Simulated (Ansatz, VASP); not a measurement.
# One calculation of SbPt, two programs

```xyz
4
Lattice="4.2176 0.0000 0.0000 -2.1088 3.6526 0.0000 0.0000 0.0000 5.5081" Properties=species:S:1:pos:R:3 pbc="T T T"
Sb    0.0000    2.4351    1.3770
Sb    2.1088    1.2175    4.1311
Pt    0.0000    0.0000    0.0000
Pt    0.0000    0.0000    2.7540
```

Alike in both runs: functional PBEsol; k mesh 12 × 12 × 8; occupations gaussian, width 0.1 eV; no spin polarisation.

Ansatz relaxed the structure, and its values are those at the end. VASP's run is a single point on that final structure, the one shown.

```csv
,VASP,Ansatz
version,VASP 6.6.1,Ansatz 0.2.0
potentials or method,"VASP PAW PBE potentials, release 64 (Sb, Pt)","scalar-relativistic, plane waves, PAW"
plane-wave cutoff (eV),520,420
valence electrons in the cell,30,66
```

Ansatz gave:

* gap on the k mesh at the Fermi level (eV): none
* pressure (GPa): -3.9

What did VASP give for the same quantities?

gap on the k mesh at the Fermi level (eV): none; pressure (GPa): -4.1.

A gap of «none» marks a metal or a gap that the smearing closes. The functional is the same, so the differences come from potentials, cutoffs and numerics. The two sets of potentials don't hold the same shells in valence.

Caveats: the PAW data sets were made with another functional, which shifts forces and pressure a little (VASP). Spin-orbit coupling is left out, which matters for the levels of Pt, Sb.
